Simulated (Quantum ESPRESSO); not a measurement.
A calculation with Quantum ESPRESSO 7.5 of PbSe (Clausthalite) (ASE script, structure typed inline):

File run.py:

```python
import numpy as np
from ase.calculators.espresso import Espresso, EspressoProfile
from ase import Atoms

atoms = Atoms(['Pb', 'Se'],
              cell=[[0.0, 3.06065, 3.06065], [3.06065, 0.0, 3.06065], [3.06065, 3.06065, 0.0]],
              scaled_positions=[[0.0, 0.0, 0.0], [0.5, 0.5, 0.5]],
              pbc=True)

input_data = {
    'control': {'calculation': 'scf', 'prefix': 'pwscf', 'outdir': './tmp', 'tprnfor': True, 'tstress': True, 'disk_io': 'nowf'},
    'system': {'ecutwfc': 55.0, 'ecutrho': 440.0, 'nbnd': 16, 'occupations': 'smearing', 'smearing': 'fd', 'degauss': 0.00367493},
    'electrons': {'conv_thr': 4e-10, 'electron_maxstep': 120, 'mixing_beta': 0.5},
}
pseudopotentials = {'Pb': 'Pb.pbe-dn-kjpaw_psl.0.2.2.UPF', 'Se': 'Se_pbe_v1.uspp.F.UPF'}
profile = EspressoProfile(command='pw.x', pseudo_dir='pseudo')
atoms.calc = Espresso(profile=profile, input_data=input_data, pseudopotentials=pseudopotentials, kpts=(8, 8, 8), koffset=(0, 0, 0))

print(f'energy {atoms.get_potential_energy():.8f} eV')
print('forces (eV/A)')
print(np.round(atoms.get_forces(), 6))
print('stress (eV/A^3, Voigt)')
print(np.round(atoms.get_stress(), 8))
print(f'Fermi level {atoms.calc.get_fermi_level():.4f} eV')
```

Potentials or basis: SSSP 1.3 efficiency PBE.

Run with:

```bash
$ OMP_NUM_THREADS=1 python run.py
```

Write the same calculation in another form: native input, structure typed inline.

As run:

The input pw.in:

```
&CONTROL
  calculation = 'scf'
  prefix = 'pwscf'
  outdir = './tmp'
  pseudo_dir = './pseudo'
  tprnfor = .true.
  tstress = .true.
  disk_io = 'nowf'
/
&SYSTEM
  ibrav = 0
  nat = 2
  ntyp = 2
  ecutwfc = 55
  ecutrho = 440
  nbnd = 16
  occupations = 'smearing'
  smearing = 'fd'
  degauss = 0.00367493
/
&ELECTRONS
  conv_thr = 4d-10
  electron_maxstep = 120
  mixing_beta = 0.5
/
ATOMIC_SPECIES
Pb   207.2000 Pb.pbe-dn-kjpaw_psl.0.2.2.UPF
Se    78.9710 Se_pbe_v1.uspp.F.UPF
CELL_PARAMETERS angstrom
   0.0000000000    3.0606500000    3.0606500000
   3.0606500000    0.0000000000    3.0606500000
   3.0606500000    3.0606500000    0.0000000000
ATOMIC_POSITIONS crystal
Pb     0.0000000000    0.0000000000    0.0000000000
Se     0.5000000000    0.5000000000    0.5000000000
K_POINTS automatic
8 8 8 0 0 0
```

Potentials or basis: SSSP 1.3 efficiency PBE.

Command:

```console
$ OMP_NUM_THREADS=1 pw.x -in pw.in > pw.out
```

Both were run:

|  | ASE script, structure typed inline | native input, structure typed inline |
| --- | --- | --- |
| Pressure | 2.4 GPa | 2.4 GPa |
| Band gap on the k mesh | 0.30 eV, direct | 0.30 eV, direct |

Keys that steer only the numerical path or the files written may differ.

Caveat: spin-orbit coupling is left out, which as a rule narrows the gap of such compounds by several tenths of an eV.
